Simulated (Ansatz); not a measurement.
# FeS2 (Pnnm): equation of state

An exercise on one series of results from a longer session: the logs are not shown, and one member is left open.

The COD entry's cell or inner coordinates are ideal or old and differ from later refinements, so a difference from it is no clean test against experiment.

Method: DFT PBE, scalar-relativistic, plane waves, PAW, in Ansatz 0.2.0.

**Starting point**

The structure is orthorhombic, space group Pnnm (No. 58). The conventional cell has a = 4.439 Å, b = 5.410 Å, c = 3.389 Å, α = 90.00°, β = 90.00°, γ = 90.00°. Fe (site symmetry 2/m) is surrounded by 6 S at 2.23 to 2.24 Å. Around S (site symmetry m) lie 3 Fe at 2.23 to 2.24 Å and 1 S at 2.28 Å.

As a file:

```
CELL_PARAMETERS angstrom
4.43891 0.00000 0.00000
0.00000 5.40981 0.00000
0.00000 0.00000 3.38934
ATOMIC_POSITIONS crystal
Fe 0.00000 0.00000 0.00000
Fe 0.50000 0.50000 0.50000
S 0.20627 0.37519 0.00000
S 0.29373 0.87519 0.50000
S 0.79373 0.62481 0.00000
S 0.70627 0.12481 0.50000
```

An earlier run at PBE left this cell at 13.565 Å³/atom and 0.00 GPa (6×4×8 mesh).

Volume factors to run: 0.980, 1.020, 0.960, 1.040.

The first run:

input.yaml

```yaml
crystal:
  lattice:
    - [4.4091185587, 0.0, 0.0]
    - [0.0, 5.37349985, 0.0]
    - [0.0, 0.0, 3.3665930613]
  atoms:
    - { symbol: Fe, position: [0.0, 0.0, 0.0] }
    - { symbol: Fe, position: [0.5, 0.5, 0.5] }
    - { symbol: S, position: [0.2062737197, 0.3751856995, 0.0] }
    - { symbol: S, position: [0.2937262803, 0.8751856995, 0.5] }
    - { symbol: S, position: [0.7937262803, 0.6248143005, 0.0] }
    - { symbol: S, position: [0.7062737197, 0.1248143005, 0.5] }
basis:
  ecutwfc: 420
  ecutrho_ratio: 4
kpoints:
  mp_grid: { grid: [6, 4, 8] }
hamiltonian:
  xc: pbe
scf:
  occupations: { method: gaussian, width: 0.05 }
output:
  forces: true
  stress: true
  eigenvalues: true
relax:
  f_tol: 0.01
  max_steps: 40
  cell: { stress_tol: 0.1, fix: [volume] }
```

Command:

```bash
ansatz run input.yaml --threads 4 --pin off --max-ram 10240MiB --backend cpu --events-out ev --progress --plain --runs-dir out
```

Steps of the session up to this table: Scaling the volume by 0.980; At 1.020 of the relaxed volume; At 0.960 of the relaxed volume; At 1.040 of the relaxed volume.

One of the session's tables, all rows but one given; the rest of the session is left out.

It belongs to the step «Energy and pressure against volume». 

```
volume (Å³/atom)  energy (meV/atom)  pressure (GPa)  gap (eV)
          13.022              10.96            6.74      1.01
          13.294               2.63            3.18      0.95
          13.565               0.00            0.00      0.90
          13.836                  ?               ?         ?
          14.108               9.42           -5.36      0.79
```

**Question.** Estimate the row for volume (Å³/atom) = 13.836.

Worked estimate for «energy (meV/atom)». A straight line through the neighbours (13.565, 0.00) and (14.108, 9.42) gives 0.00 + (9.42 − 0.00) × (13.836 − 13.565) / (14.108 − 13.565) = 4.70; a parabola fitted to 3 rows on both sides gives 2.25.

As computed: energy (meV/atom): 2.45; pressure (GPa): -2.84; gap (eV): 0.84. In «energy (meV/atom)» the line misses by +2.25 and the parabola by -0.20.
